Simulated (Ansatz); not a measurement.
# Ga2O3: the cost of one run

Program: Ansatz 0.2.0. Level of theory: DFT PBEsol, scalar-relativistic, plane waves, PAW. These are calculated values, not measurements.

2 further runs of the same task are left out: 2 set aside as unsound or not needed.

## Step 1: The structure to begin with

The cell holds 40 atoms (BGa15O24): a = 7.541 Å, b = 7.654 Å, c = 8.421 Å, α = 72.48°, β = 75.38°, γ = 67.31°.

The coordinates of this cell stand in the input of its own run.

The host was relaxed before at PBEsol: a = 12.277 Å, b = 3.047 Å, c = 5.811 Å, α = 90.00°, β = 103.71°, γ = 90.00° (conventional cell), 10.560 Å³/atom.

Places, in fractions of the supercell: B in place of Ga at (0.849, 0.834, 0.837). The start keeps the symmetry of the ideal site.

## Step 2: Band edges of the host over the zone

Input file input.yaml:

```yaml
crystal:
  lattice:
    - [6.1387134722, -1.5236598588, 0.0036360899]
    - [6.1387134722, 1.5236598588, 0.0036360899]
    - [-1.3804415279, 0.0, 5.6441527271]
  atoms:
    - { symbol: Ga, position: [0.3412681319, 0.3412681319, 0.6854239428] }
    - { symbol: Ga, position: [0.6587318681, 0.6587318681, 0.3145760572] }
    - { symbol: Ga, position: [0.9094817728, 0.9094817728, 0.2046052827] }
    - { symbol: Ga, position: [0.0905182272, 0.0905182272, 0.7953947173] }
    - { symbol: O, position: [0.5037661253, 0.5037661253, 0.7440673777] }
    - { symbol: O, position: [0.4962338747, 0.4962338747, 0.2559326223] }
    - { symbol: O, position: [0.8267789418, 0.8267789418, 0.4372302546] }
    - { symbol: O, position: [0.1732210582, 0.1732210582, 0.5627697454] }
    - { symbol: O, position: [0.1652737577, 0.1652737577, 0.10958921] }
    - { symbol: O, position: [0.8347262423, 0.8347262423, 0.89041079] }
basis:
  ecutwfc: 420
  xc_grid: 2
kpoints:
  mp_grid: { grid: [8, 8, 4] }
  band_path: { path: [VBM, CBM], npoints: 2 }
hamiltonian:
  xc: pbesol
scf:
  occupations: { method: gaussian, width: 0.02 }
output:
  forces: true
  stress: true
  eigenvalues: true
```

Launch:

```
> ansatz run input.yaml --threads 8 --pin off --max-ram 16384MiB --backend cpu --events-out ev --progress --plain --runs-dir out
```

Q: Estimate wall time and peak memory on 8 threads of Arm Neoverse N1, shared host.

About 21 s, with a peak of 0.76 GiB.
